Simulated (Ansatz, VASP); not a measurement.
GaSb (base): VASP beside Ansatz

```
Ga Sb
1.0
     0.00000    3.10708    3.10708
     3.10708    0.00000    3.10708
     3.10708    3.10708    0.00000
Ga Sb
1 1
Direct
  0.00000 0.00000 0.00000
  0.25000 0.25000 0.25000
```

Alike in both runs: functional PBE; k mesh 12 × 12 × 12; occupations gaussian, width 0.1 eV; no spin polarisation.

Ansatz relaxed the structure, and its values are those at the end. VASP's run is a single point on that final structure, the one shown.

|  | VASP | Ansatz |
| --- | --- | --- |
| version | VASP 6.6.1 | Ansatz 0.2.0 |
| potentials or method | VASP PAW PBE potentials, release 64 (Ga_d, Sb) | scalar-relativistic, plane waves, PAW |
| plane-wave cutoff (eV) | 520 | 420 |
| valence electrons in the cell | 18 | 28 |

```csv
,VASP,Ansatz,Ansatz less VASP
gap on the k mesh at the Fermi level (eV),none,none,-
pressure (GPa),0.1,0.0,-0.07
```

A gap of «none» marks a metal or a gap that the smearing closes. The functional is the same, so the differences come from potentials, cutoffs and numerics. The two sets of potentials don't hold the same shells in valence.

Caveats: this crystal is a semiconductor, whose small gap the functional closes, so the metal is an error of the method. Spin-orbit coupling is left out, which matters for the levels of Sb.
